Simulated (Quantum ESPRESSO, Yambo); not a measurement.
# Quasiparticle gap of CdS (Hawleyite) in Yambo, part 2 of 3

Wanted: ground state, empty states, screening and self-energy for CdS (Hawleyite).

Quantum ESPRESSO 7.5 and Yambo 5.3.0; PBE and many-body steps on it, plane waves. Known limits of the many-body steps: not at the basis limit; no spin-orbit coupling; coarse k mesh.

So far. Step 2 (Ground state): The gap is direct, at Γ. Step 3 (Bands along the symmetry lines): The gap is 1.052 eV, as in the run before at this level.

**4. Empty states on the mesh, 4×4×4 mesh, 148 bands**

Level of this step: DFT, PBE, plane waves, norm-conserving pseudopotentials (Quantum ESPRESSO).

The sums over transitions need many empty states on a uniform mesh; this step solves for them.

Contents of pw.in:

```
&control
  calculation = 'nscf'
  prefix = 'x'
  outdir = 'o'
  pseudo_dir = 'pseudo'
/
&system
  ibrav = 0
  nat = 2
  ntyp = 2
  ecutwfc = 94.0
  nbnd = 148
  force_symmorphic = .true.
/
&electrons
  conv_thr = 1e-9
  electron_maxstep = 80
  diago_full_acc = .true.
  diago_thr_init = 5e-6
/
ATOMIC_SPECIES
  Cd 112.41 Cd.upf
  S 32.06 S.upf
CELL_PARAMETERS angstrom
  -0.0000000000 2.9582000000 2.9582000000
  2.9582000000 -0.0000000000 2.9582000000
  2.9582000000 2.9582000000 -0.0000000000
ATOMIC_POSITIONS crystal
  Cd 0.0000000000 0.0000000000 0.0000000000
  S 0.2500000000 0.2500000000 0.2500000000
K_POINTS automatic
  4 4 4 0 0 0
```

Launch:

```sh
> OMP_NUM_THREADS=1 mpirun -n 4 pw.x -nk 4 -in pw.in > pw.out
```

Log:

```text
[banner, memory and clock lines left out]
Program PWSCF v.7.5 starts

     Atomic positions and unit cell read from directory:
     o/x.save/

     Message from routine setup:
     using ibrav=0 with symmetry is DISCOURAGED, use correct ibrav instead

     G-vector sticks info

     bravais-lattice index     =            0
     lattice parameter (alat)  =       7.9057  a.u.
     unit-cell volume          =     349.3890 (a.u.)^3
     number of atoms/cell      =            2
     number of atomic types    =            2
     number of electrons       =        26.00
     number of Kohn-Sham states=          148
     kinetic-energy cutoff     =      94.0000  Ry
     charge density cutoff     =     376.0000  Ry
     Exchange-correlation= PBE
                           (   1   4   3   4   0   0   0)

     celldm(1)=   7.905719  celldm(2)=   0.000000  celldm(3)=   0.000000
     celldm(4)=   0.000000  celldm(5)=   0.000000  celldm(6)=   0.000000

     crystal axes: (cart. coord. in units of alat)
               a(1) = (  -0.000000   0.707107   0.707107 )
               a(2) = (   0.707107  -0.000000   0.707107 )
               a(3) = (   0.707107   0.707107  -0.000000 )

     reciprocal axes: (cart. coord. in units 2 pi/alat)
               b(1) = ( -0.707107  0.707107  0.707107 )
               b(2) = (  0.707107 -0.707107  0.707107 )
               b(3) = (  0.707107  0.707107 -0.707107 )
     Pseudo is Norm-conserving + core correction, Zval = 20.0
     Generated using ONCVPSP code by D. R. Hamann
     Using radial grid of 1368 points,  6 beta functions with:
     Pseudo is Norm-conserving + core correction, Zval =  6.0
     Generated using ONCVPSP code by D. R. Hamann
     Using radial grid of 1146 points,  6 beta functions with:
     Cd               20.00   112.41000     Cd( 1.00)
     S                 6.00    32.06000     S ( 1.00)

     24 Sym. Ops. (no inversion) found

   Cartesian axes

     site n.     atom                  positions (alat units)
         1        Cd     tau(   1) = (   0.0000000   0.0000000   0.0000000  )
         2        S      tau(   2) = (   0.3535534   0.3535534   0.3535534  )

     number of k points=     8
                       cart. coord. in units 2pi/alat
        k(    1) = (   0.0000000   0.0000000   0.0000000), wk =   0.0312500
        k(    2) = (   0.1767767   0.1767767  -0.1767767), wk =   0.2500000
        k(    3) = (  -0.3535534  -0.3535534   0.3535534), wk =   0.1250000
[...]
k(    7) = (  -0.7071068   0.0000000   0.0000000), wk =   0.0937500
        k(    8) = (  -0.7071068   0.3535534   0.0000000), wk =   0.1875000

     Dense  grid:    43143 G-vectors     FFT dimensions: (  50,  50,  50)

     The potential is recalculated from file :
     o/x.save/charge-density

     Starting wfcs are   14 randomized atomic wfcs +  134 random wfcs

     Band Structure Calculation

     End of band structure calculation

          k = 0.0000 0.0000 0.0000 (  5329 PWs)   bands (ev):

   -94.8936 -55.9566 -55.9566 -55.9566  -5.7203  -1.1874  -1.1874  -1.1874
    -0.7645  -0.7645   6.3926   6.3926   6.3926   7.4443  12.9289  12.9289
    12.9289  17.6051  17.7127  17.7127  19.5739  19.5739  19.5739  21.7677
[...]
[... 7 further rows ...]
[...]
107.0224 107.1849 109.3876 109.3876

          k = 0.1768 0.1768-0.1768 (  5357 PWs)   bands (ev):

[...]
[... 7 further rows ...]
[...]
105.5915 105.5915 106.1552 107.2896

          k =-0.3536-0.3536 0.3536 (  5396 PWs)   bands (ev):

[...]
63.8868  65.6122  65.7160  65.7160  66.1049  66.1049  67.1490  67.7629
     [... 7 further rows ...]
   101.7520 102.7915 103.8096 103.8096 104.5136 104.9439 104.9439 108.1673
   108.1673 108.9662 109.0563 109.0563

          k = 0.3536 0.0000 0.0000 (  5353 PWs)   bands (ev):

     [... further k-points ...]

     highest occupied, lowest unoccupied level (ev):     6.3926    7.4443

     XML data file, pseudopotentials, collected wavefunctions
```

Elapsed: 16 s, on 4 MPI ranks of Intel Xeon Platinum 8259CL at 2.50GHz (Skylake/Cascade Lake), shared host; peak memory 0.52 GiB.

Numbers from this step:

```yaml
gap: 1.052 eV
k_of_the_valence_top: 0, 0, 0
k_of_the_conduction_bottom: 0, 0, 0
least_direct_gap: 1.052 eV
k_points_computed: 8
lowest_point_of_the_top_converged_band_above_the_valence_top: 100.8970 eV
```

On this mesh the gap is 1.052 eV.

**5. Conversion and set-up**

This step: Yambo 5.3.0; conversion and set-up on PBE, plane waves, norm-conserving pseudopotentials.

The states are converted to the many-body program's format and the q mesh is built.

Launch:

```sh
> (cd o/x.save; p2y > p2y.log; mv SAVE ../..); yambo > setup.log
```

Log:

```text
 Yambo, version 5.3.0

 [02] CORE Variables Setup
 =========================

  [02.01] Unit cells
  ==================

  Cell kind             :  FCC
  Atoms in the cell     :  Cd  S
  number of Cd atoms    :  1
  number of S  atoms    :  1

  List of atomic masses
  Mass of Cd    :  112.4100
  Mass of S     :  32.06000

  List of atomic coordinates    : [cc]
  Cd1       :  0.000000  0.000000  0.000000  order 1
  S1       :  2.795094  2.795094  2.795094  order 2

  Alat factors          :  5.590188  5.590188  5.590188 [a.u.]
  Direct lattice volume :  349.3890 [a.u.]
  Direct lattice vectors:  A[ 1 ]  A[ 2 ]  A[ 3 ]
   A[ 1 ]: -0.000000  1.000000  1.000000  [iru]
  -0.000000  5.590188  5.590188  [cc]
   A[ 2 ]:  1.000000 -0.000000  1.000000  [iru]
   5.590188 -0.000000  5.590188  [cc]
   A[ 3 ]:  1.000000  1.000000 -0.000000  [iru]
   5.590188  5.590188 -0.000000  [cc]

  Recip. lattice volume :  0.709954 [a.u.]
  Recip. lattice vectors:  B[ 1 ]  B[ 2 ]  B[ 3 ]
   B[ 1 ]: -0.500000  0.500000  0.500000  [iku]
  -0.561983  0.561983  0.561983  [cc]
   B[ 2 ]:  0.500000 -0.500000  0.500000  [iku]
   0.561983 -0.561983  0.561983  [cc]
   B[ 3 ]:  0.500000  0.500000 -0.500000  [iku]
   0.561983  0.561983 -0.561983  [cc]

  [02.02] Symmetries
  ==================

  Inversion symmetry    : yes
  Spatial inversion     : no
  Inversion index       :  25
  K-space Time-reversal : yes
  Magnetic symmetries   : no
  Time-reversal derived K-space symmetries:   25   48
  Group table correct   : yes
  Symmetries units      :  [cc]

   [S  1]:   1.0000      0.32039E-16  0.32039E-16  0.32039E-16   1.0000     -0.32039E-16 -0.32039E-16 -0.32039E-16   1.0000
   [S  2]:  -1.0000     -0.32039E-16  0.32039E-16 -0.32039E-16  -1.0000     -0.32039E-16  0.32039E-16  0.32039E-16   1.0000
   [S  3]:  -1.0000      0.32039E-16 -0.32039E-16 -0.32039E-16   1.0000      0.32039E-16  0.32039E-16 -0.32039E-16  -1.0000
[...]
[S  9]:  0.32039E-16   1.0000      0.32039E-16 -0.32039E-16  0.32039E-16   1.0000       1.0000     -0.32039E-16 -0.32039E-16
   [S 10]:  0.32039E-16  -1.0000     -0.32039E-16 -0.32039E-16 -0.32039E-16  -1.0000       1.0000      0.32039E-16  0.32039E-16
     [... 36 further rows ...]
   [S*47]:   1.0000      0.32039E-16 -0.32039E-16  0.32039E-16 -0.32039E-16  -1.0000     -0.32039E-16   1.0000      0.32039E-16
   [S*48]:   1.0000     -0.32039E-16  0.32039E-16  0.32039E-16  0.32039E-16   1.0000     -0.32039E-16  -1.0000     -0.32039E-16

  [02.03] Reciprocal space
  ========================

  nG shells         :   399
  nG charge         :   43143
  nG WFs            :   6399
  nC WFs            :   5410
  G-vecs. in first 39 shells:  [ Number ]
     1    9   15   27   51   59   65   89  113
    137   169   181   229   259   283   307   331   339
    387   411   459   531   537   561   609   645   701
[...]
1139  1211  1243
  ...
[...]
K/Q-points units:
  rlu = crystal or reduced units; cc = cartesian coordinates; iku = interal k-units

  K [1]          [rlu]:  0.000000  0.000000  0.000000
         WF components:   5329
  K [2]          [rlu]:  0.70443E-17 -0.68335E-17  0.25000
         WF components:   5357
  K [3]          [rlu]: -0.14089E-16  0.13667E-16 -0.50000
         WF components:   5396
  K [4]          [rlu]:  0.27530E-17  0.25000      0.25000
         WF components:   5353
  K [5]          [rlu]: -0.19500E-16  0.25000     -0.50000
         WF components:   5369
  [... 2 further k-points ...]
  K [8]          [rlu]:  0.250000 -0.500000 -0.250000
         WF components:   5400

  [02.05] Energies & Occupations
  ==============================

  [X] === General ===
  [X] Electronic Temperature                        :  0.000000  0.000000 [eV K]
  [X] Bosonic    Temperature                        :  0.000000  0.000000 [eV K]
  [X] Finite Temperature mode                       : no
  [X] El. density                                   :  0.50218E+24 [cm-3]
  [X] Fermi Level                                   :  6.392592 [eV]

  [X] === Gaps and Widths ===
  [X] Conduction Band Min                           :  1.051727 [eV]
  [X] Valence Band Max                              :  0.000000 [eV]
  [X] Filled Bands                                  :  13
  [X] Empty Bands                                   :   14  148
  [X] Direct Gap                                    :  1.051727 [eV]
  [X] Direct Gap localized at k                     :  1
  [X] Indirect Gap                                  :  1.051727 [eV]
  [X] Indirect Gap between kpts                     :  1  1
  [X] Last valence band width                       :  2.037138 [eV]
  [X] 1st conduction band width                     :  4.188151 [eV]

  E @ K [1]:  [eV]
  -101.2862  -62.3491  -62.3491  -62.3491  -12.1129   -7.5799   -7.5799   -7.5799
   -7.15706     -7.15706    -0.118418E-7 -0.238395E-8   0.00000      1.05173      6.53629      6.53629
    6.53629  11.21246  11.32010  11.32010  13.18130  13.18130  13.18130  15.37508
[...]
occ @ K [1]
[...]
E @ K [2]:  [eV]
[...]
occ @ K [2]
[...]
E @ K [3]:  [eV]
[...]
occ @ K [3]
[...]
E @ K [4]:  [eV]
[...]
occ @ K [4]
[...]
E @ K [5]:  [eV]
[...]
occ @ K [5]
[...]
[... 2 further k-points ...]
  E @ K [8]:  [eV]
[...]
occ @ K [8]
[...]
0.000000  0.000000  0.000000  0.000000  0.000000  0.000000  0.000000  0.000000
   0.000000  0.000000  0.000000  0.000000  0.000000  0.000000  0.000000  0.000000

 [03] Transferred momenta grid and indexing
 ==========================================

 IBZ Q-points                                      :   8
 BZ  Q-points                                      :   64

 K/Q-points units:
 rlu = crystal or reduced units; cc = cartesian coordinates; iku = interal k-units

 Q [1]          [rlu]:  0.000000  0.000000  0.000000
 Q [2]          [rlu]:  0.70443E-17 -0.68335E-17  0.25000
 Q [3]          [rlu]: -0.14089E-16  0.13667E-16 -0.50000
[...]
Q [7]          [rlu]: -0.55061E-17 -0.50000     -0.50000
 Q [8]          [rlu]:  0.250000 -0.500000 -0.250000

  [03.01] X indexes
  =================

   [03.01.01] Sigma indexes
   ========================

 [06] Game Over & Game summary
```

It took 4.4 s on 1 MPI rank; peak memory 0.26 GiB.

(Part 2 of 3 ends here.)

[Paths, hosts, dates, memory and timing lines, banners, echoed tables and standing remarks are left out of the program output.]

[Logs are printed without paths, hosts, clocks, repeated set-up lines and the standing remarks that a program may print on its own settings, such as how far it seeks lower states.]

[Runs of the session that timed out or met a known fault of the program may be left out.]

[Hosts, paths, dates, database ids (printed as entryN), source tags and the programs' standing remarks are cut or masked in the printed files.]
